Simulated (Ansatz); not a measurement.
A plane-wave DFT run in Ansatz 0.2.0 (scalar-relativistic PAW potentials unless the input names others): input and command.

```yaml
crystal:
  lattice:
    - [3.6496943404, 0.0, 0.0]
    - [-1.8248471702, 3.1607280148, 0.0]
    - [0.0, 0.0, 5.034815367]
  atoms:
    - { symbol: Fe, position: [0.0, 0.0, 0.0], spin: 2.12 }
    - { symbol: Fe, position: [0.0, 0.0, 0.5], spin: 2.12 }
    - { symbol: Ge, position: [0.6666666667, 0.3333333333, 0.75] }
    - { symbol: Ge, position: [0.3333333333, 0.6666666667, 0.25] }
basis:
  ecutwfc: 420
kpoints:
  mp_grid: { grid: [12, 12, 8] }
hamiltonian:
  xc: pbe
  pseudopotentials: { kind: nc }
scf:
  occupations: { method: gaussian, width: 0.1 }
  max_iter: 75
output:
  forces: true
  eigenvalues: true
  stress: true
magnetization:
  spin_polarized: true
  spin_orbit: true
```

```bash
ansatz run input.yaml --threads 1 --pin off --max-ram 2560MiB --backend cpu --events-out ev --progress --plain --runs-dir out
```

Problem. What is wrong with this input?

Solution. The program refuses it, because of spin-orbit coupling on scalar files and without noncollinear: true (magnetization: {"spin_polarized": true} → {"spin_polarized": true, "spin_orbit": true}; hamiltonian.pseudopotentials: not typed → {"kind": "nc"}). With the sound run's settings it is accepted.

Abridged log:
```
Error: 2 input errors — fix all and re-run
  1. inconsistent input (magnetization.spin_orbit, magnetization.noncollinear): true requires noncollinear: true — spin–orbit coupling acts on 2-spinor wavefunctions; set both flags
  2. inconsistent input (magnetization.spin_orbit, hamiltonian.pseudopotentials.kind): true requires a fully-relativistic hamiltonian.pseudopotentials.kind (nc_fr or paw_fr), or kind: all_electron without datasets and azcp, which then solves Dirac's equation on LAPW. paw_fr resolves this project's PAW files (source: ansatz) by j as it reads them
```